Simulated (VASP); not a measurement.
# Cd (P6_3/mmc) in VASP: a series of runs

Aim: see how the results for Cd move with the level of theory and the settings. Levels: LDA, PBE. Tasks: relaxation of cell and atoms.

All numbers are computed with VASP 6.6.1; they aren't measurements. Logs are shortened: lines on timing, memory, paths and dates and some standing lists are left out, and cuts for length are marked.

## Step 1: The structure

Symmetry: P6_3/mmc, No. 194, hexagonal system. The conventional cell has a = 2.958 Å, b = 2.958 Å, c = 5.886 Å, α = 90.00°, β = 90.00°, γ = 120.00°. Cd (site symmetry -6m2) has 6 Cd at 2.96 Å as nearest neighbours.

## Step 2: Relaxation of cell and atoms, LDA

INCAR

```
ALGO = Fast
EDIFF = 1E-7
EDIFFG = -0.005
ENCUT = 600
IBRION = 2
ISIF = 3
ISMEAR = 0
LASPH = True
LCHARG = False
LREAL = False
LWAVE = False
NELM = 60
NSW = 90
PREC = Accurate
SIGMA = 0.1
```

KPOINTS

```
k-points
0
Gamma
  18 18 8
```

POSCAR

```
Cd
1.0
    2.9584748200      0.0000000000      0.0000000000
   -1.4792374100      2.5621143500      0.0000000000
    0.0000000000      0.0000000000      5.8859279300
Cd
2
Direct
    0.3333333300      0.6666666700      0.2500000000
    0.6666666700      0.3333333300      0.7500000000
```

Potentials or basis: VASP PAW LDA potentials, release 64 (Cd).

The run is started by

```console
$ cat potpaw_LDA.64/Cd/POTCAR > POTCAR
$ mpirun -np 1 vasp_std > vasp.out
```

OUTCAR:

```text
EDIFF = 1E-7
   EDIFFG = -0.005
   ENCUT = 600
   IBRION = 2
   ISIF = 3
   ISMEAR = 0
   LASPH = True
   LREAL = False
   NELM = 60
   NSW = 90
   PREC = Accurate

 ion  position               nearest neighbor table
   1  0.333  0.667  0.250-   2 3.40   2 3.40   2 3.40   2 3.40   2 3.40   2 3.40
   2  0.667  0.333  0.750-   1 3.40   1 3.40   1 3.40   1 3.40   1 3.40   1 3.40

  LATTYP: Found a hexagonal cell.
 ALAT       =     2.9584748200
 C/A-ratio  =     1.9895142897

  Lattice vectors:

 A1 = (   2.9584748200,   0.0000000000,   0.0000000000)
 A2 = (  -1.4792374100,   2.5621143500,   0.0000000000)
 A3 = (   0.0000000000,   0.0000000000,   5.8859279300)

Analysis of symmetry for initial positions (statically):
=====================================================================
 Subroutine PRICEL returns:
 Original cell was already a primitive cell.

 Routine SETGRP: Setting up the symmetry group for a
 hexagonal supercell.

 Subroutine GETGRP returns: Found 24 space group operations
 (whereof 12 operations were pure point group operations)
 out of a pool of 24 trial point group operations.

The static configuration has the point symmetry D_3d.
 The point group associated with its full space group is D_6h.

Analysis of symmetry for dynamics (positions and initial velocities):
=====================================================================
 Subroutine PRICEL returns:
 Original cell was already a primitive cell.

 Routine SETGRP: Setting up the symmetry group for a
 hexagonal supercell.

 Subroutine GETGRP returns: Found 24 space group operations
 (whereof 12 operations were pure point group operations)
 out of a pool of 24 trial point group operations.

The dynamic configuration has the point symmetry D_3d.
 The point group associated with its full space group is D_6h.

 Subroutine INISYM returns: Found 24 space group operations
 (whereof 12 operations are pure point group operations),
 and found     1 'primitive' translations

----------------------------------------------------------------------------------------

                                     Primitive cell

  volume of cell :      44.6150

  direct lattice vectors                    reciprocal lattice vectors
     2.958474820  0.000000000  0.000000000     0.338012003  0.195151321  0.000000000
    -1.479237410  2.562114350  0.000000000     0.000000000  0.390302642  0.000000000
     0.000000000  0.000000000  5.885927930     0.000000000  0.000000000  0.169896746

[... 92 lines left out ...]
   TEBEG  =    0.0;   TEEND  =   0.0 temperature during run
   PSTRESS=    0.0 pullay stress
   NELECT =      24.0000    total number of electrons
   NUPDOWN=      -1.0000    fix difference up-down
   EMIN   =  10.00;   EMAX   =-10.00  energy-range for DOS
   EFERMI =   0.00;   METHOD = LEGACY
   ISMEAR =     0;   SIGMA  =   0.10  broadening in eV -4-tet -1-fermi 0-gaus
   EFERMI_NEDOS =   21; number of points for ismear=-14 and -15
   IALGO  =     68    algorithm
   IMIX   =      4    mixing-type and parameters
     AMIX     =   0.40;   BMIX     =  1.00
     AMIX_MAG =   1.60;   BMIX_MAG =  1.00
  volume/ion in A,a.u.               =      22.31       150.54
  Fermi-wavevector in a.u.,A,eV,Ry     =   1.331429  2.516037 24.119105  1.772704
  Thomas-Fermi vector in A             =   2.460441
   LORBIT       =      0    0 simple, 1 ext, 2 COOP (PROOUT), +10 PAW based schemes
   GGA     = CA    functional components
   LHFCALC =     F    Hartree Fock is set to
   AEXX    =    0.0000 exact exchange contribution
   IVDW    =     0    specifies the selected vdW correction
   LEPSILON=     F    determine dielectric tensor
   LRPA    =     F    only Hartree local field effects (RPA)
 conjugate gradient relaxation of ions
 non-spin polarized calculation
 RMM-DIIS sequential band-by-band and
 Gauss-broadening in eV      SIGMA  =   0.10
  energy-cutoff  :      600.00
  volume of cell :       44.62
 maximum number of plane-waves:      1507
 NGX is ok and might be reduce to    24
   NGX = 11   NGY = 11   NGZ = 23

--------------------------------------- Ionic step        1  -------------------------------------------

 number of electron      24.0000002 magnetization

 Free energy of the ion-electron system (eV)
  ---------------------------------------------------
  ext. energy  EPLUGINS =         0.00000000
  ---------------------------------------------------
  free energy    TOTEN  =        -2.97984544 eV

  energy without entropy =       -2.97801426  energy(sigma->0) =       -2.97892985

------------------------ aborting loop because EDIFF is reached ----------------------------------------

  FORCE on cell =-STRESS in cart. coord.  units (eV):
  Direction    XX          YY          ZZ          XY          YZ          ZX
  --------------------------------------------------------------------------------------
  -------------------------------------------------------------------------------------
  Total       -1.3363953     -1.3363953     -1.2311264      0.0000000      0.0000000      0.0000000
  in kB      -47.9914855    -47.9914855    -44.2111600      0.0000000      0.0000000      0.0000000
  external PRESSURE =     -46.7313770 kB  Pullay stress =       0.0000000 kB
[... 275 lines left out ...]
--------------------------------------- Ionic step        9  -------------------------------------------

 number of electron      24.0000003 magnetization

 Free energy of the ion-electron system (eV)
  ---------------------------------------------------
  ext. energy  EPLUGINS =         0.00000000
  ---------------------------------------------------
  free energy    TOTEN  =        -3.04589923 eV

  energy without entropy =       -3.04382714  energy(sigma->0) =       -3.04486319

 E-fermi :   3.2977     XC(G=0): -11.7086

 val. band max:        3.2911508810   @ k =   0.2222   0.0556   0.1250
 cond. band min:       3.3483398730   @ k =   0.3333   0.3333   0.0000
 fundamental gap:      0.0571889920
 Fermi energy:         3.2977177917

 k-point     1 :       0.0000    0.0000    0.0000
  band No.  band energies     occupation
      1      -6.9613      2.00000
      2      -6.6917      2.00000
      3      -6.1865      2.00000
      4      -6.1865      2.00000
      5      -6.1296      2.00000
      6      -6.1296      2.00000
[... 433 lines left out ...]
      3      -6.6151      2.00000
      4      -6.1045      2.00000
      5      -5.9163      2.00000
      6      -5.8123      2.00000
[... 8 lines left out ...]
     15       7.8659      0.00000
     16       9.5381      0.00000

 [... further k-points ...]
[... 5 lines left out ...]
  --------------------------------------------------------------------------------------
  -------------------------------------------------------------------------------------
  Total        0.0013955      0.0013955     -0.0096413     -0.0000000      0.0000000      0.0000000
  in kB        0.0551925      0.0551925     -0.3813139     -0.0000000      0.0000000      0.0000000
  external PRESSURE =      -0.0903096 kB  Pullay stress =       0.0000000 kB
[... 17 lines left out ...]
  FREE ENERGIE OF THE ION-ELECTRON SYSTEM (eV)
  ---------------------------------------------------
  free  energy   TOTEN  =        -3.0458992302 eV

  energy  without entropy=       -3.0438271436  energy(sigma->0) =       -3.04486319

 reached required accuracy - stopping structural energy minimisation
```

CONTCAR:

```text
Cd
   1.00000000000000
     2.9061708601815908    0.0000000000000000    0.0000000000000000
    -1.4530854300907954    2.5168177921105137   -0.0000000000000000
     0.0000000000000000    0.0000000000000000    5.5384757127544324
  Cd
     2
Direct
     0.3333333300000021    0.6666666699999979    0.2500000000000000
     0.6666666699999979    0.3333333300000021    0.7500000000000000

  0.00000000E+00  0.00000000E+00  0.00000000E+00
  0.00000000E+00  0.00000000E+00  0.00000000E+00
```

Wall time 7.2 min (1 thread of Intel Xeon Platinum 8375C at 2.90GHz (Ice Lake), shared host); peak memory 0.26 GiB.

What came out:

```yaml
Free_energy: -3.0459 eV
Relaxed_volume: 20.26 Å³/atom
Relaxed_cell: a = 2.906 Å, b = 2.906 Å, c = 5.538 Å, α = 90.00°, β = 90.00°, γ = 120.00°
Space_group_after_relaxing_to_0.05_Å: P6_3/mmc (No. 194)
Energy_gained_by_relaxing: 33.0 meV/atom
Ionic_steps: 9
Pressure_after_relaxing: 0.0 GPa
Band_gap_on_the_k_mesh: none (metal or under the smearing width)
```

Step by step:
```
step  energy change (eV)  largest force (eV/Å)  pressure (GPa)  volume (Å³)
   1              0.0000                0.0000           -4.67        44.62
   2             -0.0516                0.0000            1.27        40.54
   3             -0.0543                0.0000           -0.05        41.23
   4             -0.0619                0.0000            0.00        40.89
   5             -0.0659                0.0000            0.19        40.47
   6             -0.0659                0.0000            0.23        40.41
   7             -0.0659                0.0000            0.24        40.38
   8             -0.0660                0.0000           -0.19        40.61
   9             -0.0661                0.0000           -0.01        40.51
```

Final structure:
```cif
data_structure
_symmetry_space_group_name_H-M 'P 1'
_symmetry_Int_Tables_number 1
_cell_length_a 2.9062
_cell_length_b 2.9062
_cell_length_c 5.5385
_cell_angle_alpha 90.000
_cell_angle_beta 90.000
_cell_angle_gamma 120.000
_cell_volume 40.51
loop_
_atom_site_label
_atom_site_type_symbol
_atom_site_fract_x
_atom_site_fract_y
_atom_site_fract_z
_atom_site_occupancy
Cd1 Cd 0.33333 0.66667 0.25000 1
Cd2 Cd 0.66667 0.33333 0.75000 1
```

## Step 3: Relaxation of cell and atoms, PBE

Edit INCAR of step 2 so:

```diff
@@ -4,2 +4,3 @@
 ENCUT = 600
+GGA = PE
 IBRION = 2
```

KPOINTS is that of step 2.

POSCAR is that of step 2.

Potentials or basis: VASP PAW PBE potentials, release 64 (Cd).

The run is started by

```console
$ cat potpaw_PBE.64/Cd/POTCAR > POTCAR
$ mpirun -np 1 vasp_std > vasp.out
```

Wall time 7.6 min (1 thread of Intel Xeon Platinum 8375C at 2.90GHz (Ice Lake), shared host); peak memory 0.28 GiB.

It converged, with:

| Quantity | Value |
| --- | --- |
| Free energy | -1.4941 eV |
| Relaxed volume | 23.00 Å³/atom |
| Relaxed cell | a = 3.022 Å, b = 3.022 Å, c = 5.814 Å, α = 90.00°, β = 90.00°, γ = 120.00° |
| Space group after relaxing (to 0.05 Å) | P6_3/mmc (No. 194) |
| Energy gained by relaxing | 7.6 meV/atom |
| Ionic steps | 10 |
| Pressure after relaxing | 0.0 GPa |
| Band gap on the k mesh | none (metal or under the smearing width) |

Step by step:
```tsv
step	energy change (eV)	largest force (eV/Å)	pressure (GPa)	volume (Å³)
1	0.0000	0.0000	2.13	44.62
2	-0.0142	0.0000	-0.36	46.55
3	-0.0144	0.0000	-0.12	46.34
4	-0.0144	0.0000	-0.16	46.37
5	-0.0148	0.0000	-0.11	46.27
6	-0.0151	0.0000	-0.03	46.11
7	-0.0152	0.0000	0.18	45.79
8	-0.0153	0.0000	0.09	45.91
9	-0.0153	0.0000	-0.03	46.01
10	-0.0153	0.0000	-0.01	45.99
```

Final structure:
```xyz
2
Lattice="3.0224 0.0000 0.0000 -1.5112 2.6175 0.0000 0.0000 0.0000 5.8138" Properties=species:S:1:pos:R:3 pbc="T T T"
Cd    0.0000    1.7450    1.4535
Cd    1.5112    0.8725    4.3604
```

Levels at points of the mesh, in eV from the Fermi level:
| k point | band 8 | band 9 | band 10 | band 11 | band 12 | band 13 | band 14 | band 15 | band 16 |
| --- | --- | --- | --- | --- | --- | --- | --- | --- | --- |
| (0.00, 0.00, 0.00) | -8.69 | -8.49 | -8.49 | -8.49 | -3.32 | -2.87 | 9.64 | 13.74 | 14.30 |
| (0.50, 0.00, 0.00) | -8.52 | -8.24 | -8.22 | -2.17 | -1.79 | 1.72 | 2.71 | 2.93 | 5.00 |
| (0.00, 0.00, 0.50) | -8.58 | -8.58 | -8.58 | -7.12 | -7.12 | 3.20 | 3.20 | 14.61 | 14.61 |
| (0.50, 0.00, 0.50) | -8.51 | -8.23 | -8.23 | -1.40 | -1.40 | -0.06 | -0.06 | 7.54 | 7.54 |
